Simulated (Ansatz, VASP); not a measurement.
# HfO2: VASP beside Ansatz

File POSCAR:

```
HfO2
1.0
    0.0128988298      2.5291823194      2.5291823194
    2.5291823194      0.0128988298      2.5291823194
    2.5420811492      2.5420811492      0.0000000000
Hf O
1 2
Direct
    0.0000000000      0.0000000000      0.0000000000
    0.2492727742      0.2492727742      0.2507272258
    0.7507272258      0.7507272258      0.7492727742
```

The input INCAR.step1:

```
PREC = Accurate ; ENCUT = 520
ISMEAR = 0 ; SIGMA = 0.01
LREAL = F ; LASPH = T
NELM = 60 ; NBANDS = 18
GGA = PE ; ALGO = Normal
EDIFF = 1E-4 ; LWAVE = T
LCHARG = F
```

The input INCAR.step2:

```
PREC = Accurate ; ENCUT = 520
EDIFF = 1E-6 ; ISMEAR = 0
SIGMA = 0.01 ; LREAL = F
LASPH = T ; NELM = 60
ALGO = Normal ; ISIF = 2
LWAVE = F ; LCHARG = T
METAGGA = R2SCAN ; LMIXTAU = T
LELF = T ; LVHAR = T
NBANDS = 18 ; ISTART = 1
```

The input KPOINTS:

```
Automatic mesh
0
Gamma
  8 8 8
```

Input for Ansatz:

```yaml
crystal:
  lattice:
    - [0.0128988298, 2.5291823194, 2.5291823194]
    - [2.5291823194, 0.0128988298, 2.5291823194]
    - [2.5420811492, 2.5420811492, 0.0]
  atoms:
    - { symbol: Hf, position: [0.0, 0.0, 0.0] }
    - { symbol: O, position: [0.2492727742, 0.2492727742, 0.2507272258] }
    - { symbol: O, position: [0.7507272258, 0.7507272258, 0.7492727742] }
kpoints:
  mp_grid: { grid: [8, 8, 8] }
  band_path:
    path:
      - [0.0, 0.0, 0.0]
      - [0.5, 0.0, 0.5]
      - [0.625, 0.25, 0.625]
      - [0.375, 0.375, 0.75]
      - [0.5, 0.5, 0.5]
      - [0.5, 0.25, 0.75]
    npoints: 1
hamiltonian:
  xc: r2scan
scf:
  occupations: { method: fixed }
  n_extra_bands: 4
output:
  forces: true
  stress: true
  eigenvalues: true
```

Change from the starting cell: shear_xy strain +1.0%.

Alike in both runs: task single point; functional r2SCAN; k mesh 8 × 8 × 8; no spin polarisation.

```csv
,VASP,Ansatz
version,VASP 6.6.1,Ansatz 0.2.0
potentials or method,"VASP PAW PBE potentials, release 64 (Hf_pv, O)","plane waves, PAW"
plane-wave cutoff (eV),520,500
occupations,"gaussian, width 0.01 eV",fixed
valence electrons in the cell,22,38
```

```csv
,VASP,Ansatz,Ansatz less VASP
gap on the k mesh at the Fermi level (eV),4.32,4.30,-0.012
pressure (GPa),-3.9,0.0,+3.97
largest component of the traceless stress (GPa),0.72,0.76,+0.040
```

One of these differences is far larger than is usual between the two programs; its cause wasn't traced. The two sets of potentials don't hold the same shells in valence.

Caveats: the PAW data sets were made with another functional, which shifts forces and pressure a little (VASP); spin-orbit coupling is left out, which moves the levels of the heavy elements. A k mesh can miss the band edges.
